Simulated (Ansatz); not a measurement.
SrCl2, CdCl2 type (no longer in that coordination), relaxed with r2SCAN+rVV10: it is cubic, Fm-3m (No. 225); conventional cell a = 6.951 Å, 27.98 Å³ an atom. Around Sr lie 8 Cl at 3.01 Å; around Cl lie 4 Sr at 3.01 Å. One-shot G0W0@PBE in the PAW code Ansatz on a 4×4×4 mesh (contour deformation, no spin-orbit coupling), from a PBE gap of 5.387 eV over the mesh points (the G0W0 gap is indirect on the mesh); the number N of bands summed and the screening cutoff rise together. Note: simulated data, non-magnetic, for a generated structure that need not be the stable one.

```tsv
N	cutoff (eV)	1000/N	G0W0 gap (eV)
148	80	6.757	7.332
327	140	3.058	7.510
```

Task: Lay a straight line in 1000/N through these rows.

Result: The slope is -0.0481 eV per unit of 1000/N and the intercept 7.657 eV.

Task: Predict the gap at N = 592 (210 eV).

Result: 7.657 + (-0.0481) × 1.689 = 7.576 eV; the run gives 7.603 eV, +0.027 eV from the line.

Task: With that run's result added, what limit do the last two rows suggest?

Result: Their slope is (7.603 − 7.510)/(1.689 − 3.058) = -0.0679, which meets 1/N = 0 at 7.72 eV, against 7.657 eV from the first line. The slope steepens, so 1/N isn't yet asymptotic and the true limit probably lies higher still; the k mesh isn't extrapolated.
